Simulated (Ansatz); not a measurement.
## The 3-layer graphene (AB) under a gate

How does the 3-layer graphene (AB) take up charge from its gate?

Program: Ansatz 0.2.0. Level of theory: plane-wave DFT, PBE-D3(BJ), Ansatz PAW, in the first sound run; inputs show where later runs differ. Results are calculated unless marked as measured.

### Step 1. The starting structure

The cell holds 6 atoms: 6 C. Its edges and angles: a = 2.467 Å, b = 2.467 Å, c = 44.400 Å, α = 90.0°, β = 90.0°, γ = 120.0°. Regions: layer 1: graphene, 2 atoms (2 C); layer 2: graphene, 2 atoms (2 C); layer 3: graphene, 2 atoms (2 C). Vacuum lies along c.

### Step 2. Relaxing the slab

The starting cell is a guess, so the in-plane lattice and the atoms are relaxed first, with the slab cut off from its images along the normal.

Contents of input.yaml:

```yaml
crystal:
  lattice:
    - [2.467, 0.0, 0.0]
    - [-1.2335, 2.1364846711, 0.0]
    - [0.0, 0.0, 44.4000000018]
  atoms:
    - { symbol: C, position: [0.6666666667, 0.3333333333, 0.4245495495] }
    - { symbol: C, position: [0.3333333333, 0.6666666667, 0.4245495495] }
    - { symbol: C, position: [0.0, 0.0, 0.5] }
    - { symbol: C, position: [0.6666666667, 0.3333333333, 0.5] }
    - { symbol: C, position: [0.6666666667, 0.3333333333, 0.5754504505] }
    - { symbol: C, position: [0.3333333333, 0.6666666667, 0.5754504505] }
  periodic: [true, true, false]
kpoints:
  mp_grid: { grid: [18, 18, 1] }
hamiltonian:
  xc: pbe
  dispersion: d3bj
scf:
  occupations: { method: fermi_dirac, width: 0.05 }
  convergence: { dr2_threshold: 1.0e-09 }
relax:
  f_tol: 0.004
  max_steps: 90
  cell: {}
output:
  write_potential: true
  write_density: true
  volumetric_format: npy
```

The run is started by

```console
> ansatz run input.yaml --threads 4 --pin off --max-ram 12288MiB --backend cpu --events-out ev --progress --plain --runs-dir out
```

Numbers of over 12 decimals in the logs are rounded to 6 here.

What it wrote:

```text
Warning: relax.cell: scf.convergence.dr2_threshold = 1e-9 eV is looser than the 2.15138584985e-10 eV advised for a relaxation that steers and ends on the stress (1e-10 eV for each atom of the cell: 6, times the square of relax.cell.stress_2d_tol = 0.05 N/m over 16.7 Å (the atoms' height at the walk's start and 5 Å past either face), 2.994e-2 GPa, over a crystal's default 0.05). What an SCF threshold leaves in a stress goes as its square root, and in the free energy as the threshold itself, and one threshold admits the most on a small cell: [figures from the program's tests cut] Set scf.convergence.dr2_threshold to 2.15138584985e-10 eV or tighter. [rest of the remark cut]
Engine: ansatz 0.2.0, x86_64-unknown-linux-gnu
Pseudopotentials: kind: paw
Pseudopotential: C, paw, valence charge 4, recommended cutoff 420 eV (normal), C.paw.azcp
Functional definition: PBE
  parameter kappa = 0.804
  parameter beta = 0.066725
  exchange = pbe_x(kappa = kappa, mu = beta*pi^2/3)
  correlation = pbe_c(beta = beta)
Crystal: 6 atoms, lattice volume = 234.019 Å³
Basis set: ecut = 420 eV, 4403 PW (Γ), exchange–correlation on 36×36×600 points (8 copies of the dense FFT grid, shifted against one another)
Bands: 18, of which v1, the nominal top of the filled ones, is band 12 counted from 1 (11 counted from 0)
Symmetry: 12 space group operations
Space group: P-6m2 (ITA 187), of the structure as read, at distance tolerance 6.2e-5 Å
k-points: 37 of 324 (time reversal used)
Non-local potential: C, projectors of the file, l = 0: 2, l = 1: 2, l = 2: 1
PAW form: soft (Blöchl's): semilocal exchange-correlation on the pseudo side does not see the compensation charge
PAW one-centre angular grid: C, 110 points (default); XC on 64 Gauss nodes
Initial density: superposition of atomic densities (neutral atoms: chi_scale 0, normalization atom), corrected by the library's trained network
Initial wavefunctions: pseudopotential atomic-orbital guess
Functional: x = pbe(κ = 0.804, μ = 0.219515), c = pbe(β = 0.066725)
SCF iter   1: F=—  HF=-1506.387276 eV  |F-HF|=—  |Δ(HF+E_count)|=         —  Δρ=1.55e-3  dr2=6.39e-3  ethr=1.77e-3  ⟨swp⟩=14.1  Hψ=6152  notcnv=0
preconditioner: auto → LDOS  [metal: Δε(μ)=0.034 eV  Ē_g=14.992 eV  σ=0.050 eV  W_gap=0.16  n_scr=26 (ndim 8)  ℏωp=11.9 eV  f_vac=0.758  D(μ)=0.24/eV (n_scr^D=6)  β→1.0]
SCF iter   2: F=—  HF=-1506.388098 eV  |F-HF|=—  |Δ(HF+E_count)|=   8.21e-4  Δρ=6.10e-4  dr2=2.53e-3  ethr=2.66e-5  ⟨swp⟩=4.8  Hψ=2136  notcnv=0  defer=49
SCF iter   3: F=—  HF=-1506.387419 eV  |F-HF|=—  |Δ(HF+E_count)|=   6.78e-4  Δρ=2.28e-4  dr2=3.23e-4  ethr=1.05e-5  ⟨swp⟩=3.9  Hψ=1373  notcnv=0  defer=51
SCF iter   4: F=—  HF=-1506.387378 eV  |F-HF|=—  |Δ(HF+E_count)|=   4.16e-5  Δρ=4.58e-5  dr2=5.23e-6  ethr=1.34e-6  ⟨swp⟩=3.1  Hψ=1271  notcnv=0  defer=51
SCF iter   5: F=—  HF=-1506.387388 eV  |F-HF|=—  |Δ(HF+E_count)|=   1.06e-5  Δρ=1.99e-5  dr2=8.59e-7  ethr=2.18e-8  ⟨swp⟩=3.1  Hψ=1457  notcnv=0  defer=51
SCF iter   6: F=—  HF=-1506.387319 eV  |F-HF|=—  |Δ(HF+E_count)|=   6.98e-5  Δρ=3.17e-6  dr2=1.81e-8  ethr=3.58e-9  ⟨swp⟩=2.5  Hψ=1183  notcnv=0  defer=51
SCF iter   7: F=—  HF=-1506.387319 eV  |F-HF|=—  |Δ(HF+E_count)|=   1.18e-7  Δρ=1.13e-6  dr2=1.88e-9  ethr=7.53e-11  ⟨swp⟩=3.0  Hψ=1267  notcnv=0  defer=51
SCF iter   8: F=-1506.387319 eV  HF=-1506.387319 eV  |F-HF|=1.15e-9  |Δ(HF+E_count)|=   2.50e-8  Δρ=4.07e-7  dr2=3.05e-10  ethr=4.17e-12  ⟨swp⟩=10.2  Hψ=4411  notcnv=0
SCF 1 converged in 8 iterations: F = -1506.387319 eV  dr2 = 3.05e-10
  greatest PAW one-centre occupation: 0.672 electrons in one spin orbital (limit 2), on the C atom at site 3 (counted from 0), in its partial waves of l = 0
relax step   1: F+E_penalty+E_count = -1506.38731882 eV  Δ(F+E_penalty+E_count) = +0.000e0 eV  max|allowed force component| = 1.460e-2 eV/Å  Δτ_max = 0.0000 Å  P = -0.980 N/m  Ω = 234.019 Å³  fix = [c, alpha, beta]  reactions: c -0.000 N/m  (8 SCF iters, accepted)
Crystal: 6 atoms, lattice volume = 233.778 Å³
Initial density: handed on by an earlier stage of this run
Initial wavefunctions: those handed on with the density
iter 1 solved again at ethr=8.24e-4 eV; its pass at ethr=3.10e-3 eV (dr2=1.98e-1 eV) is discarded
SCF iter   1: F=—  HF=-1506.444722 eV  |F-HF|=—  |Δ(HF+E_count)|=         —  Δρ=9.95e-3  dr2=1.93e-1  ethr=8.24e-4  ⟨swp⟩=2.0  Hψ=5520  notcnv=0
preconditioner: auto → LDOS  [metal: Δε(μ)=0.006 eV  Ē_g=14.943 eV  σ=0.050 eV  W_gap=0.03  n_scr=26 (ndim 8)  ℏωp=11.9 eV  f_vac=0.755  D(μ)=0.25/eV (n_scr^D=6)  β→1.0]
SCF iter   2: F=—  HF=-1506.461570 eV  |F-HF|=—  |Δ(HF+E_count)|=   1.68e-2  Δρ=5.64e-3  dr2=2.59e-1  ethr=8.04e-4  ⟨swp⟩=4.9  Hψ=2068  notcnv=0  defer=17
SCF iter   3: F=—  HF=-1506.389482 eV  |F-HF|=—  |Δ(HF+E_count)|=   7.21e-2  Δρ=9.02e-4  dr2=6.32e-3  ethr=8.04e-4  ⟨swp⟩=4.3  Hψ=1847  notcnv=0  defer=49
SCF iter   4: F=—  HF=-1506.387999 eV  |F-HF|=—  |Δ(HF+E_count)|=   1.48e-3  Δρ=3.01e-4  dr2=1.23e-4  ethr=2.63e-5  ⟨swp⟩=3.2  Hψ=1409  notcnv=0  defer=48
SCF iter   5: F=—  HF=-1506.388019 eV  |F-HF|=—  |Δ(HF+E_count)|=   2.06e-5  Δρ=9.98e-5  dr2=1.32e-5  ethr=5.13e-7  ⟨swp⟩=3.2  Hψ=1313  notcnv=0  defer=48
SCF iter   6: F=—  HF=-1506.388120 eV  |F-HF|=—  |Δ(HF+E_count)|=   1.00e-4  Δρ=4.36e-5  dr2=3.29e-6  ethr=5.49e-8  ⟨swp⟩=2.4  Hψ=1175  notcnv=0  defer=48
SCF iter   7: F=—  HF=-1506.388116 eV  |F-HF|=—  |Δ(HF+E_count)|=   3.94e-6  Δρ=1.17e-5  dr2=2.25e-7  ethr=1.37e-8  ⟨swp⟩=2.4  Hψ=1107  notcnv=0  defer=48
SCF iter   8: F=—  HF=-1506.388053 eV  |F-HF|=—  |Δ(HF+E_count)|=   6.30e-5  Δρ=2.78e-6  dr2=1.30e-8  ethr=9.37e-10  ⟨swp⟩=2.6  Hψ=1181  notcnv=0  defer=48
SCF iter   9: F=-1506.388053 eV  HF=-1506.388053 eV  |F-HF|=4.36e-9  |Δ(HF+E_count)|=   4.56e-8  Δρ=6.12e-7  dr2=6.19e-10  ethr=4.17e-12  ⟨swp⟩=9.5  Hψ=5263  notcnv=0
SCF 2 converged in 9 iterations: F = -1506.388053 eV  dr2 = 6.19e-10
  greatest PAW one-centre occupation: 0.673 electrons in one spin orbital (limit 2), on the C atom at site 3 (counted from 0), in its partial waves of l = 0
relax step   2: F+E_penalty+E_count = -1506.38805264 eV  Δ(F+E_penalty+E_count) = -7.338e-4 eV  max|allowed force component| = 7.612e-3 eV/Å  Δτ_max = 0.0683 Å  P = -0.257 N/m  Ω = 233.778 Å³  energy of the carried Pulay correction = +1.763e-4 eV  fix = [c, alpha, beta]  reactions: c -0.000 N/m  (9 SCF iters, accepted)
Crystal: 6 atoms, lattice volume = 233.698 Å³
iter 1 solved again at ethr=9.87e-5 eV; its pass at ethr=3.10e-3 eV (dr2=2.37e-2 eV) is discarded
SCF iter   1: F=—  HF=-1506.395570 eV  |F-HF|=—  |Δ(HF+E_count)|=         —  Δρ=3.54e-3  dr2=2.41e-2  ethr=9.87e-5  ⟨swp⟩=2.4  Hψ=4817  notcnv=0  defer=1
preconditioner: auto → LDOS  [metal: Δε(μ)=0.006 eV  Ē_g=14.962 eV  σ=0.050 eV  W_gap=0.03  n_scr=26 (ndim 8)  ℏωp=11.9 eV  f_vac=0.758  D(μ)=0.24/eV (n_scr^D=6)  β→1.0]
SCF iter   2: F=—  HF=-1506.397220 eV  |F-HF|=—  |Δ(HF+E_count)|=   1.65e-3  Δρ=1.95e-3  dr2=3.28e-2  ethr=9.87e-5  ⟨swp⟩=4.5  Hψ=1891  notcnv=0  defer=14
SCF iter   3: F=—  HF=-1506.388332 eV  |F-HF|=—  |Δ(HF+E_count)|=   8.89e-3  Δρ=3.00e-4  dr2=2.38e-4  ethr=9.87e-5  ⟨swp⟩=3.5  Hψ=1430  notcnv=0  defer=15
SCF iter   4: F=—  HF=-1506.388306 eV  |F-HF|=—  |Δ(HF+E_count)|=   2.62e-5  Δρ=1.16e-4  dr2=2.51e-5  ethr=9.92e-7  ⟨swp⟩=3.1  Hψ=1510  notcnv=0  defer=24
SCF iter   5: F=—  HF=-1506.388398 eV  |F-HF|=—  |Δ(HF+E_count)|=   9.22e-5  Δρ=3.84e-5  dr2=2.26e-6  ethr=1.04e-7  ⟨swp⟩=2.4  Hψ=1132  notcnv=0  defer=24
SCF iter   6: F=—  HF=-1506.388333 eV  |F-HF|=—  |Δ(HF+E_count)|=   6.53e-5  Δρ=5.30e-6  dr2=4.20e-8  ethr=9.42e-9  ⟨swp⟩=3.0  Hψ=1248  notcnv=0  defer=25
SCF iter   7: F=—  HF=-1506.388333 eV  |F-HF|=—  |Δ(HF+E_count)|=   1.96e-7  Δρ=1.20e-6  dr2=2.79e-9  ethr=1.75e-10  ⟨swp⟩=3.0  Hψ=1217  notcnv=0  defer=25
SCF iter   8: F=-1506.388333 eV  HF=-1506.388333 eV  |F-HF|=2.68e-9  |Δ(HF+E_count)|=   4.71e-8  Δρ=4.15e-7  dr2=3.08e-10  ethr=4.17e-12  ⟨swp⟩=10.4  Hψ=4482  notcnv=0
SCF 3 converged in 8 iterations: F = -1506.388333 eV  dr2 = 3.08e-10
relax step   3: F+E_penalty+E_count = -1506.38833312 eV  Δ(F+E_penalty+E_count) = -2.805e-4 eV  max|allowed force component| = 6.309e-4 eV/Å  Δτ_max = 0.0243 Å  P = -0.046 N/m  Ω = 233.698 Å³  energy of the carried Pulay correction = +2.344e-4 eV  fix = [c, alpha, beta]  reactions: c -0.000 N/m  (8 SCF iters, accepted)
[...]
relax step   4: F+E_penalty+E_count = -1506.38818937 eV  Δ(F+E_penalty+E_count) = +1.438e-4 eV  max|allowed force component| = 6.290e-4 eV/Å  Δτ_max = 0.0000 Å  P = -0.053 N/m  Ω = 233.698 Å³  fix = [c, alpha, beta]  reactions: c -0.000 N/m  stress off target by 5.32e-2 N/m on what of the cell is left free  SCF on the basis re-selected at this cell (its energy is not comparable with the rows above)  (3 SCF iters)
[...]
relax step   5: F+E_penalty+E_count = -1506.38820594 eV  Δ(F+E_penalty+E_count) = -1.657e-5 eV  max|allowed force component| = 7.036e-5 eV/Å  Δτ_max = 0.0027 Å  P = -0.001 N/m  Ω = 233.679 Å³  energy of the carried Pulay correction = +1.389e-5 eV  fix = [c, alpha, beta]  reactions: c -0.000 N/m  (6 SCF iters, accepted)
iter 1 solved again at ethr=4.76e-7 eV; its pass at ethr=3.10e-3 eV (dr2=1.14e-4 eV) is discarded
SCF iter   1: F=—  HF=-1506.388137 eV  |F-HF|=—  |Δ(HF+E_count)|=         —  Δρ=1.10e-6  dr2=5.86e-10  ethr=4.76e-7  ⟨swp⟩=5.3  Hψ=8848  notcnv=0
eigensolver tolerance schedule: the retry pair's looser diagonalisation over-reported the residual by 194873.59 of it (diagonalisation noise at an unbounded share of the residual, at the tolerance the schedule requests for it); recorded, not acted on — ethr = c·dr2/N_el stays at c = 1.0e-1
preconditioner: auto → LDOS  [metal: Δε(μ)=0.006 eV  Ē_g=14.952 eV  σ=0.050 eV  W_gap=0.03  n_scr=26 (ndim 8)  ℏωp=11.9 eV  f_vac=0.758  D(μ)=0.25/eV (n_scr^D=6)  β→1.0]
SCF iter   2: F=—  HF=-1506.388161 eV  |F-HF|=—  |Δ(HF+E_count)|=   2.40e-5  Δρ=7.77e-7  dr2=4.50e-10  ethr=2.44e-12  ⟨swp⟩=21.7  Hψ=7316  notcnv=0
SCF iter   3: F=-1506.388161 eV  HF=-1506.388161 eV  |F-HF|=6.83e-10  |Δ(HF+E_count)|=   2.46e-9  Δρ=3.47e-7  dr2=6.86e-11  ethr=1.87e-12  ⟨swp⟩=7.5  Hψ=4229  notcnv=0
SCF 6 converged in 3 iterations: F = -1506.388161 eV  dr2 = 6.86e-11
relax step   6: F+E_penalty+E_count = -1506.38816086 eV  Δ(F+E_penalty+E_count) = +4.508e-5 eV  max|allowed force component| = 6.468e-5 eV/Å  Δτ_max = 0.0000 Å  P = -0.002 N/m  Ω = 233.679 Å³  fix = [c, alpha, beta]  reactions: c -0.000 N/m  stress off target by 1.95e-3 N/m on what of the cell is left free  SCF on the basis re-selected at this cell (its energy is not comparable with the rows above)  (3 SCF iters)
basis re-selected at this cell: Δ(F+E_penalty+E_count) = +4.508e-5 eV, ΔP = -0.001 N/m vs the last step (what re-selecting the basis moved, of the pressure what is left beyond the Pulay correction that the steps carried, after the strain that the cell walked since its last selection, with what the two solves' SCF thresholds leave and, on support functions, any second-order correction that the steps lacked; it is no m [...]
WARN: The output density's exchange-correlation potential varies sharply where the density is thin. Do not read a vacuum level from v_tot or v_xc, or from such a field of the output density. On a cell that repeats whose density bears no net charge and no dipole along the vacuum's axis use v_es (v_loc + v_h of the components); under efield.dipole_correction with no amplitude use v_es + v_field, which holds any externa [...]
SCF converged after 3 iterations
Free energy (F): -1506.388161 eV
Harris-Foulkes:  -1506.388161 eV  (|F-HF|=6.83e-10)
Internal energy: -1506.386456 eV  (E = F + TS)
E sigma→0 (E₀):  -1506.387308 eV
Entropy (-TS):   -0.001705 eV (-0.284 meV/atom)
Fermi energy:    -4.279344 eV
--- Per-component energies (eV) ---
  E_band       = -321.920234
  E_kinetic    = 545.414122
  E_local      = -78863.883155  (includes V_loc(G=0)·N_el)
  E_nonlocal   = 163.802552
  E_hartree    = 39115.065523
  E_xc         = -287.993891
  E_vxc        = -356.564748  (∫ρ·V_xc dr)
  E_paw        = -596.063220  (= ΣΔE_a)
  E_vpaw       = -40.820266  (= ΣTr[D̂ρ^β])
  E_aug_tail   = 0.000045  (compensation charges beyond the density's cutoff)
  E_ewald      = 38418.053168
  E_disp       = -0.781601  (pairwise vdW)
  E_smearing   = -0.001705  (= −TS)
  E_closure    = 0.000000  (closes the sum)
  Σ components = -1506.388161   (vs F -1506.388161, Δ=0.00e0)
--- Forces (eV/Å), atoms counted from 1 ---
  atom   1  C      0.00000000     0.00000000    -0.00006468
  atom   2  C     -0.00000000    -0.00000000     0.00002445
  atom   3  C     -0.00000000     0.00000000     0.00000000
  atom   4  C      0.00000000    -0.00000000    -0.00000000
  atom   5  C      0.00000000     0.00000000     0.00006468
  atom   6  C      0.00000000    -0.00000000    -0.00002445
  max |Σ_I F_I| component: 2.96e-16 eV/Å
--- 2D stress c σ (N/m, compression-positive) ---
       -0.001949      -0.000000       0.000000
        0.000000      -0.001949       0.000000
        0.000000       0.000000       0.000000
  P = ½ c Tr σ = -0.0019 N/m
--- Band table (eV; the first three rows and the last of 37) ---
  k-point 0: bands = [... 8 lower, -7.3049, -7.3049, -7.2957, -7.2957, -0.7805, -0.6123, 0.2004, 0.2436, ... 2 higher]
  k-point 1: bands = [... 8 lower, -7.5917, -7.4665, -7.4616, -7.4509, -0.6826, -0.5132, 0.3014, 0.3450, ... 2 higher]
  k-point 2: bands = [... 8 lower, -8.4054, -7.8859, -7.8782, -7.8646, -0.3888, -0.2162, 0.6043, 0.6493, ... 2 higher]
  k-point 36: bands = [... 8 lower, -14.8304, -4.7115, -4.2900, -4.2828, -4.2768, -4.2678, -3.8173, 6.0943, ... 2 higher]
  the weakly bound empty levels are not read free of the cell's end (no_gap_told)
--- Relaxed structure (4 steps of the walk, 4 accepted, 2 SCFs on fresh bases) ---
  F+E_penalty+E_count = -1506.38816086 eV   max|allowed force component| = 6.468e-5 eV/Å   (the final SCF, on the basis selected at the relaxed cell)
  cell:  # Å, volume = 233.6788 Å³
    - [2.465204, 0, 0.0]
    - [-1.232602, 2.134929, 0.0]
    - [0.0, 0.0, 44.4000000018]
  atoms:
    - { symbol: C, position: [0.666667, 0.333333, 0.423629] }
    - { symbol: C, position: [0.333333, 0.666667, 0.423619] }
    - { symbol: C, position: [-2.467162276908891e-17, -1.8503717076816684e-17, 0.5] }
    - { symbol: C, position: [0.666667, 0.333333, 0.5] }
    - { symbol: C, position: [0.666667, 0.333333, 0.576371] }
    - { symbol: C, position: [0.333333, 0.666667, 0.576381] }
```

Wall time 22 s (4 threads of Intel Xeon 6975P-C (Granite Rapids), shared host); peak memory 0.63 GiB.

Relaxation path:

| step | energy less that of the first step (eV) | largest force component (eV/Å) | volume (Å³) |
| --- | --- | --- | --- |
| 1 | 0.0000 | 0.0146 | 234.02 |
| 2 | -0.0007 | 0.0076 | 233.78 |
| 3 | -0.0010 | 0.0006 | 233.70 |
| 4* | -0.0009 | 0.0006 | 233.70 |
| 5 | -0.0009 | 0.0001 | 233.68 |
| 6* | -0.0008 | 0.0001 | 233.68 |

Relaxation steps marked * repeat the geometry before them on a plane-wave basis chosen anew for their cell, so energy and pressure can jump there.

The run keeps the 12 symmetry operations that it works with, so distortions that break them were not tested.

| cell as run | before | after | change |
| --- | --- | --- | --- |
| a (Å) | 2.467 | 2.465 | -0.1 % |
| b (Å) | 2.467 | 2.465 | -0.1 % |

The atoms that moved most (Å, along periodic axes as changes of fractional coordinates times the final cell, across vacuum about the mean position):

| atom | dx | dy | dz | length |
| --- | --- | --- | --- | --- |
| C6 | 0.000 | 0.000 | 0.041 | 0.041 |
| C2 | 0.000 | 0.000 | -0.041 | 0.041 |
| C5 | 0.000 | 0.000 | 0.041 | 0.041 |
| C1 | 0.000 | 0.000 | -0.041 | 0.041 |

The relaxed structure:

```xyz
6
Lattice="2.4652 0.0000 0.0000 -1.2326 2.1349 0.0000 0.0000 0.0000 44.4000" Properties=species:S:1:pos:R:3
C     1.2326    0.7116   18.8091
C     0.0000    1.4233   18.8087
C     0.0000    0.0000   22.2000
C     1.2326    0.7116   22.2000
C     1.2326    0.7116   25.5909
C     0.0000    1.4233   25.5913
```

This step gave:

| Item | Value |
| --- | --- |
| energy at zero smearing | -1506.3873 eV |

The lattice constant a goes from 2.467 to 2.465 Å.

[end of part 1 of 3]

[Logs are printed without paths, hosts, clocks, repeated set-up lines and the standing remarks that a program may print on its own settings, such as how far it seeks lower states.]

[Hosts, paths, dates, database ids (printed as entryN), source tags and the programs' standing remarks are cut or masked in the printed files.]

[Maps of the electrostatic potential energy from Ansatz leave out the sawtooth potential of an applied field or a dipole correction, so their vacuum need not be flat; planar profiles and work functions include it.]
